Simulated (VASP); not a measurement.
# Ba (Im-3m) in VASP: further runs, part 2 of 2

VASP 6.6.1. Earlier steps stand in the parts before.

### Step 3. Relaxation of cell and atoms, LDA

INCAR reads:

```
PREC = Accurate ; ENCUT = 600
EDIFF = 1E-7 ; ISMEAR = 0
SIGMA = 0.1 ; LREAL = F
LASPH = T ; NELM = 60
ALGO = Normal ; ISIF = 3
LWAVE = F ; LCHARG = F
GGA = CA ; IBRION = 2
NSW = 90 ; EDIFFG = -0.005
```

KPOINTS reads:

```
Automatic mesh
0
Gamma
  12 12 12
```

POSCAR reads:

```
Ba
1.0
   -2.5125000000      2.5125000000      2.5125000000
    2.5125000000     -2.5125000000      2.5125000000
    2.5125000000      2.5125000000     -2.5125000000
Ba
1
Direct
    0.0000000000      0.0000000000      0.0000000000
```

Potentials or basis: VASP PAW LDA potentials, release 64 (Ba_sv).

Run with:

```console
> cat potpaw_LDA.64/Ba_sv/POTCAR > POTCAR
> mpirun -np 1 vasp_std > vasp.out
```

OUTCAR:

```text
PREC = Accurate
   ENCUT = 600
   EDIFF = 1E-7
   ISMEAR = 0
   LREAL = F
   LASPH = T
   NELM = 60
   ISIF = 3
   GGA = CA
   IBRION = 2
   NSW = 90
   EDIFFG = -0.005

 ion  position               nearest neighbor table
   1  0.000  0.000  0.000-

  LATTYP: Found a body centered cubic cell.
 ALAT       =     5.0250000000

  Lattice vectors:

 A1 = (  -2.5125000000,   2.5125000000,   2.5125000000)
 A2 = (   2.5125000000,  -2.5125000000,   2.5125000000)
 A3 = (   2.5125000000,   2.5125000000,  -2.5125000000)

Analysis of symmetry for initial positions (statically):
=====================================================================
 Subroutine PRICEL returns:
 Original cell was already a primitive cell.

 Routine SETGRP: Setting up the symmetry group for a
 body centered cubic supercell.

 Subroutine GETGRP returns: Found 48 space group operations
 (whereof 48 operations were pure point group operations)
 out of a pool of 48 trial point group operations.

The static configuration has the point symmetry O_h .

Analysis of symmetry for dynamics (positions and initial velocities):
=====================================================================
 Subroutine PRICEL returns:
 Original cell was already a primitive cell.

 Routine SETGRP: Setting up the symmetry group for a
 body centered cubic supercell.

 Subroutine GETGRP returns: Found 48 space group operations
 (whereof 48 operations were pure point group operations)
 out of a pool of 48 trial point group operations.

The dynamic configuration has the point symmetry O_h .

 Subroutine INISYM returns: Found 48 space group operations
 (whereof 48 operations are pure point group operations),
 and found     1 'primitive' translations

----------------------------------------------------------------------------------------

                                     Primitive cell
[... 127 lines left out ...]

--------------------------------------- Ionic step        1  -------------------------------------------

 number of electron      10.0000001 magnetization

 Free energy of the ion-electron system (eV)
  ---------------------------------------------------
  ext. energy  EPLUGINS =         0.00000000
  ---------------------------------------------------
  free energy    TOTEN  =        -2.21123580 eV

  energy without entropy =       -2.20464408  energy(sigma->0) =       -2.20793994

------------------------ aborting loop because EDIFF is reached ----------------------------------------

  FORCE on cell =-STRESS in cart. coord.  units (eV):
  Direction    XX          YY          ZZ          XY          YZ          ZX
  --------------------------------------------------------------------------------------
  -------------------------------------------------------------------------------------
  Total       -0.5162006     -0.5162006     -0.5162006      0.0000000      0.0000000      0.0000000
  in kB      -13.0361963    -13.0361963    -13.0361963      0.0000000      0.0000000      0.0000000
  external PRESSURE =     -13.0361963 kB  Pullay stress =       0.0000000 kB
[... 92 lines left out ...]
--------------------------------------- Ionic step        4  -------------------------------------------

 number of electron      10.0000000 magnetization

 Free energy of the ion-electron system (eV)
  ---------------------------------------------------
  ext. energy  EPLUGINS =         0.00000000
  ---------------------------------------------------
  free energy    TOTEN  =        -2.25348406 eV

  energy without entropy =       -2.24768108  energy(sigma->0) =       -2.25058257

 E-fermi :   1.9621     XC(G=0):  -8.1304

 val. band max:        1.9402010220   @ k =   0.2500   0.2500   0.0833
 cond. band min:       1.9754071149   @ k =  -0.4167  -0.4167   0.1667
 fundamental gap:      0.0352060928
 Fermi energy:         1.9621158567

 k-point     1 :       0.0000    0.0000    0.0000
  band No.  band energies     occupation
      1     -26.6233      2.00000
      2     -11.4662      2.00000
      3     -11.4662      2.00000
      4     -11.4662      2.00000
      5      -0.8433      2.00000
      6       3.8855      0.00000
      7       3.8855      0.00000
      8       3.8855      0.00000
      9       5.5693      0.00000
[... 265 lines left out ...]
 k-point    24 :       0.4167    0.0833    0.0833
  band No.  band energies     occupation
      1     -26.5364      2.00000
      2     -12.1735      2.00000
      3     -11.7421      2.00000
      4     -11.5257      2.00000
      5       1.2747      2.00000
      6       2.5058      0.00000
      7       3.5642      0.00000
      8       5.7241      0.00000
      9       6.2747      0.00000

 [... further k-points ...]

------------------------ aborting loop because EDIFF is reached ----------------------------------------

  FORCE on cell =-STRESS in cart. coord.  units (eV):
  Direction    XX          YY          ZZ          XY          YZ          ZX
  --------------------------------------------------------------------------------------
  -------------------------------------------------------------------------------------
  Total        0.0037075      0.0037075      0.0037075     -0.0000000      0.0000000     -0.0000000
  in kB        0.1098975      0.1098975      0.1098975     -0.0000000      0.0000000     -0.0000000
  external PRESSURE =       0.1098975 kB  Pullay stress =       0.0000000 kB
[... 16 lines left out ...]
  FREE ENERGIE OF THE ION-ELECTRON SYSTEM (eV)
  ---------------------------------------------------
  free  energy   TOTEN  =        -2.2534840555 eV

  energy  without entropy=       -2.2476810841  energy(sigma->0) =       -2.25058257

 reached required accuracy - stopping structural energy minimisation
```

CONTCAR:

```text
Ba
   1.00000000000000
    -2.3818431965760700    2.3818431965760700    2.3818431965760700
     2.3818431965760700   -2.3818431965760700    2.3818431965760700
     2.3818431965760700    2.3818431965760700   -2.3818431965760700
  Ba
     1
Direct
     0.0000000000000000    0.0000000000000000    0.0000000000000000

  0.00000000E+00  0.00000000E+00  0.00000000E+00
```

It took 77 s on 1 thread of AMD EPYC 9R45 (Zen 5), shared host; peak memory 0.16 GiB.

Results:

| Property | Result |
| --- | --- |
| Free energy | -2.2535 eV |
| Relaxed volume | 54.05 Å³/atom |
| Relaxed cell | a = 4.125 Å, b = 4.125 Å, c = 4.125 Å, α = 109.47°, β = 109.47°, γ = 109.47° |
| Space group after relaxing (to 0.05 Å) | Im-3m (No. 229) |
| Energy gained by relaxing | 42.2 meV/atom |
| Ionic steps | 4 |
| Pressure after relaxing | 0.0 GPa |
| Band gap on the k mesh | none (metal or under the smearing width) |

The path:
| step | energy change (eV) | largest force (eV/Å) | pressure (GPa) | volume (Å³) |
| --- | --- | --- | --- | --- |
| 1 | 0.0000 | 0.0000 | -1.30 | 63.44 |
| 2 | -0.0303 | 0.0000 | -0.77 | 58.82 |
| 3 | -0.0421 | 0.0000 | -0.09 | 54.54 |
| 4 | -0.0422 | 0.0000 | 0.01 | 54.05 |

Final structure:
```
Ba
1.0
    -2.38184    2.38184    2.38184
     2.38184   -2.38184    2.38184
     2.38184    2.38184   -2.38184
Ba
1
Direct
  0.00000 0.00000 0.00000
```

Caveat: the volume moved by -15 % from the deposited cell, more than functionals usually miss.

### Step 4. Relaxation of cell and atoms, PBE

INCAR: that of step 3 with these lines changed.

```diff
@@ -6,3 +6,3 @@
 LWAVE = F ; LCHARG = F
-GGA = CA ; IBRION = 2
+GGA = PE ; IBRION = 2
 NSW = 90 ; EDIFFG = -0.005
```

KPOINTS is that of step 3.

POSCAR is that of step 3.

Potentials or basis: VASP PAW PBE potentials, release 64 (Ba_sv).

Run with:

```console
> cat potpaw_PBE.64/Ba_sv/POTCAR > POTCAR
> mpirun -np 1 vasp_std > vasp.out
```

Wall time 34 s (1 thread of AMD EPYC 9R45 (Zen 5), shared host); peak memory 0.2 GiB.

Results (log left out):

* Free energy: -1.9110 eV
* Relaxed volume: 63.53 Å³/atom
* Relaxed cell: a = 4.354 Å, b = 4.354 Å, c = 4.354 Å, α = 109.47°, β = 109.47°, γ = 109.47°
* Space group after relaxing (to 0.05 Å): Im-3m (No. 229)
* Energy gained by relaxing: 0.0 meV/atom
* Ionic steps: 2
* Pressure after relaxing: 0.0 GPa
* Band gap on the k mesh: none (metal or under the smearing width)

Final structure:
```cif
data_structure
_symmetry_space_group_name_H-M 'P 1'
_symmetry_Int_Tables_number 1
_cell_length_a 4.3537
_cell_length_b 4.3537
_cell_length_c 4.3537
_cell_angle_alpha 109.471
_cell_angle_beta 109.471
_cell_angle_gamma 109.471
_cell_volume 63.53
loop_
_atom_site_label
_atom_site_type_symbol
_atom_site_fract_x
_atom_site_fract_y
_atom_site_fract_z
_atom_site_occupancy
Ba1 Ba 0.00000 0.00000 0.00000 1
```

Levels at points of the mesh, in eV from the Fermi level:
```
           k point  band 2  band 3  band 4  band 5  band 6  band 7  band 8  band 9
(0.00, 0.00, 0.00)  -13.85  -13.85  -13.85   -2.74    1.82    1.82    1.82    3.21
(0.50, 0.00, 0.00)  -14.30  -13.99  -13.85   -0.88    0.70    1.23    3.18    3.76
(0.50, 0.50, 0.50)  -14.16  -14.16  -14.16   -0.53   -0.53    4.32    4.32    4.32
```

Spin-orbit coupling is left out, which matters for the levels of Ba.

### Step 5. Relaxation of cell and atoms, PBE+D3(BJ)

INCAR: that of step 4 with these lines changed.

```diff
@@ -6,3 +6,4 @@
 LWAVE = F ; LCHARG = F
-GGA = PE ; IBRION = 2
-NSW = 90 ; EDIFFG = -0.005
+GGA = PE ; IVDW = 12
+IBRION = 2 ; NSW = 90
+EDIFFG = -0.005
```

KPOINTS is that of step 4.

POSCAR is that of step 4.

Potentials or basis: VASP PAW PBE potentials, release 64 (Ba_sv).

Run with:

```console
> cat potpaw_PBE.64/Ba_sv/POTCAR > POTCAR
> mpirun -np 1 vasp_std > vasp.out
```

OUTCAR:

```text
PREC = Accurate
   ENCUT = 600
   EDIFF = 1E-7
   ISMEAR = 0
   LREAL = F
   LASPH = T
   NELM = 60
   ISIF = 3
   GGA = PE
   IVDW = 12
   IBRION = 2
   NSW = 90
   EDIFFG = -0.005
 IVDW          = 12

 ion  position               nearest neighbor table
   1  0.000  0.000  0.000-

  LATTYP: Found a body centered cubic cell.
 ALAT       =     5.0250000000

  Lattice vectors:

 A1 = (  -2.5125000000,   2.5125000000,   2.5125000000)
 A2 = (   2.5125000000,  -2.5125000000,   2.5125000000)
 A3 = (   2.5125000000,   2.5125000000,  -2.5125000000)

Analysis of symmetry for initial positions (statically):
=====================================================================
 Subroutine PRICEL returns:
 Original cell was already a primitive cell.

 Routine SETGRP: Setting up the symmetry group for a
 body centered cubic supercell.

 Subroutine GETGRP returns: Found 48 space group operations
 (whereof 48 operations were pure point group operations)
 out of a pool of 48 trial point group operations.

The static configuration has the point symmetry O_h .

Analysis of symmetry for dynamics (positions and initial velocities):
=====================================================================
 Subroutine PRICEL returns:
 Original cell was already a primitive cell.
[... 146 lines left out ...]

 number of electron      10.0000001 magnetization

 Free energy of the ion-electron system (eV)
  ---------------------------------------------------
  ext. energy  EPLUGINS =         0.00000000
  ---------------------------------------------------
  free energy    TOTEN  =        -1.91101692 eV

  energy without entropy =       -1.90475470  energy(sigma->0) =       -1.90788581

------------------------ aborting loop because EDIFF is reached ----------------------------------------

 Edisp (eV)   -0.19758

 E8    (eV) :    -0.1138
[... 69 lines left out ...]
--------------------------------------- Ionic step        3  -------------------------------------------

 number of electron       9.9999999 magnetization

 Free energy of the ion-electron system (eV)
  ---------------------------------------------------
  ext. energy  EPLUGINS =         0.00000000
  ---------------------------------------------------
  free energy    TOTEN  =        -1.90513763 eV

  energy without entropy =       -1.89875745  energy(sigma->0) =       -1.90194754

 E-fermi :   1.8085     XC(G=0):  -7.5642

 val. band max:        1.8037304255   @ k =  -0.3333   0.3333   0.3333
 cond. band min:       1.8300355025   @ k =  -0.4167  -0.4167   0.1667
 fundamental gap:      0.0263050770
 Fermi energy:         1.8085446242

 k-point     1 :       0.0000    0.0000    0.0000
  band No.  band energies     occupation
      1     -26.9949      2.00000
      2     -11.9152      2.00000
      3     -11.9152      2.00000
      4     -11.9152      2.00000
      5      -0.9622      2.00000
      6       3.6950      0.00000
      7       3.6950      0.00000
      8       3.6950      0.00000
      9       5.1605      0.00000
[... 265 lines left out ...]
 k-point    24 :       0.4167    0.0833    0.0833
  band No.  band energies     occupation
      1     -26.9403      2.00000
      2     -12.4162      2.00000
      3     -12.1115      2.00000
      4     -11.9553      2.00000
      5       1.1764      2.00000
      6       2.4111      0.00000
      7       3.0253      0.00000
      8       5.2862      0.00000
      9       5.7802      0.00000

 [... further k-points ...]

------------------------ aborting loop because EDIFF is reached ----------------------------------------

 Edisp (eV)   -0.20866

 E8    (eV) :    -0.1201
[... 24 lines left out ...]
  FREE ENERGIE OF THE ION-ELECTRON SYSTEM (eV)
  ---------------------------------------------------
  free  energy   TOTEN  =        -2.1137932214 eV

  energy  without entropy=       -2.1074130435  energy(sigma->0) =       -2.11060313

 reached required accuracy - stopping structural energy minimisation
```

OSZICAR:

```text
N       E                     dE             d eps       ncg     rms          rms(c)
DAV:   1     0.642783410317E+02    0.64278E+02   -0.46925E+03  1296   0.103E+03
DAV:   2     0.834569744648E+00   -0.63444E+02   -0.62440E+02  1612   0.155E+02
DAV:   3    -0.183822040094E+01   -0.26728E+01   -0.26609E+01  1574   0.391E+01
DAV:   4    -0.190961193472E+01   -0.71392E-01   -0.71191E-01  2139   0.532E+00
[... 22 lines left out ...]
DAV:   4    -0.190444460169E+01   -0.86306E-04   -0.26625E-04  1397   0.171E-01    0.133E-01
DAV:   5    -0.190514506928E+01   -0.70047E-03   -0.74801E-04  1633   0.254E-01    0.372E-02
DAV:   6    -0.190513689973E+01    0.81695E-05   -0.42102E-05  1432   0.502E-02    0.194E-02
DAV:   7    -0.190513757336E+01   -0.67362E-06   -0.68799E-06  1595   0.308E-02    0.304E-03
DAV:   8    -0.190513762788E+01   -0.54526E-07   -0.17436E-07  1351   0.493E-03
   3 F= -.21137932E+01 E0= -.21106031E+01  d E =-.519643E-02
```

CONTCAR:

```text
Ba
   1.00000000000000
    -2.4666268492141157    2.4666268492141157    2.4666268492141157
     2.4666268492141157   -2.4666268492141157    2.4666268492141157
     2.4666268492141157    2.4666268492141157   -2.4666268492141157
  Ba
     1
Direct
     0.0000000000000000    0.0000000000000000    0.0000000000000000

  0.00000000E+00  0.00000000E+00  0.00000000E+00
```

Run time: 59 s. Hardware: 1 thread of AMD EPYC 9R45 (Zen 5), shared host; peak memory 0.21 GiB.

Results:

| Quantity | Value |
| --- | --- |
| Free energy | -2.1138 eV |
| Relaxed volume | 60.03 Å³/atom |
| Relaxed cell | a = 4.272 Å, b = 4.272 Å, c = 4.272 Å, α = 109.47°, β = 109.47°, γ = 109.47° |
| Space group after relaxing (to 0.05 Å) | Im-3m (No. 229) |
| Energy gained by relaxing | 5.2 meV/atom |
| Ionic steps | 3 |
| Pressure after relaxing | 0.0 GPa |
| Band gap on the k mesh | none (metal or under the smearing width) |
| Dispersion energy per atom | -0.209 eV |

The path:
```tsv
step	energy change (eV)	largest force (eV/Å)	pressure (GPa)	volume (Å³)
1	0.0000	0.0000	-0.47	63.44
2	-0.0038	0.0000	-0.25	61.76
3	-0.0052	0.0000	-0.01	60.03
```

Final structure:
```
Ba
1.0
    -2.46663    2.46663    2.46663
     2.46663   -2.46663    2.46663
     2.46663    2.46663   -2.46663
Ba
1
Direct
  0.00000 0.00000 0.00000
```

Caveat: pairwise dispersion overbinds metals, which lowers pressure and volume. Spin-orbit coupling is left out, which matters for the levels of Ba.

### Step 6. Relaxation of cell and atoms, PBEsol

INCAR reads:

```
PREC = Accurate ; ENCUT = 300
EDIFF = 1E-7 ; ISMEAR = 0
SIGMA = 0.1 ; LREAL = F
LASPH = T ; NELM = 60
ALGO = Normal ; ISIF = 3
LWAVE = F ; LCHARG = F
GGA = PS ; IBRION = 2
NSW = 90 ; EDIFFG = -0.005
```

KPOINTS is that of step 5.

POSCAR is that of step 5.

Potentials or basis: VASP PAW PBE potentials, release 64 (Ba_sv).

Run with:

```console
> cat potpaw_PBE.64/Ba_sv/POTCAR > POTCAR
> mpirun -np 1 vasp_std > vasp.out
```

Wall time 39 s (1 thread of AMD EPYC 9R45 (Zen 5), shared host); peak memory 0.13 GiB.

Results (log left out):

```
Free energy                            : -2.1530 eV
Relaxed volume                         : 58.46 Å³/atom
Relaxed cell                           : a = 4.235 Å, b = 4.235 Å, c = 4.235 Å, α = 109.47°, β = 109.47°, γ = 109.47°
Space group after relaxing (to 0.05 Å) : Im-3m (No. 229)
Energy gained by relaxing              : 10.9 meV/atom
Ionic steps                            : 4
Pressure after relaxing                : 0.0 GPa
Band gap on the k mesh                 : none (metal or under the smearing width)
```

Step by step:
| step | energy change (eV) | largest force (eV/Å) | pressure (GPa) | volume (Å³) |
| --- | --- | --- | --- | --- |
| 1 | 0.0000 | 0.0000 | -0.67 | 63.44 |
| 2 | -0.0079 | 0.0000 | -0.37 | 61.04 |
| 3 | -0.0109 | 0.0000 | -0.04 | 58.71 |
| 4 | -0.0109 | 0.0000 | 0.00 | 58.46 |

Final structure:
```xyz
1
Lattice="-2.4449 2.4449 2.4449 2.4449 -2.4449 2.4449 2.4449 2.4449 -2.4449" Properties=species:S:1:pos:R:3 pbc="T T T"
Ba    0.0000    4.8899    0.0000
```

Levels at points of the mesh, in eV from the Fermi level:
```tsv
k point	band 3	band 4	band 5	band 6	band 7	band 8
(0.00, 0.00, 0.00)	-13.61	-13.61	-2.80	1.90	1.90	1.90
(0.50, 0.00, 0.00)	-13.80	-13.62	-0.95	0.66	1.50	3.42
(0.50, 0.50, 0.50)	-14.02	-14.02	-0.65	-0.65	4.72	4.72
```

Caveat: the PAW data sets were made with another functional, which shifts forces and pressure a little. The run has no spin-orbit coupling, so splittings on Ba are missing.

### Step 7. Overview

```csv
level,potentials or basis,cutoff (eV),gap on the mesh (eV),pressure (GPa),relaxed volume (Å³/atom)
PBEsol,"VASP PAW PBE potentials, release 64 (Ba_sv)",600,none,0.0,58.54
LDA,"VASP PAW LDA potentials, release 64 (Ba_sv)",600,none,0.0,54.05
PBE,"VASP PAW PBE potentials, release 64 (Ba_sv)",600,none,0.0,63.53
PBE+D3(BJ),"VASP PAW PBE potentials, release 64 (Ba_sv)",600,none,0.0,60.03
PBEsol,"VASP PAW PBE potentials, release 64 (Ba_sv)",300,none,0.0,58.46
```

Alike in all rows: task relaxation of cell and atoms; no spin polarisation; cell relaxed; k mesh 12 × 12 × 12; smearing gaussian 0.1 eV.

Caveats: the PAW data sets were made with another functional, which shifts forces and pressure a little (some runs); the volume moved by -15 % from the deposited cell, more than functionals usually miss (some runs); pairwise dispersion overbinds metals, which lowers pressure and volume (some runs).

Total energies depend on the potentials used, so only differences within one code and one set of settings carry meaning.
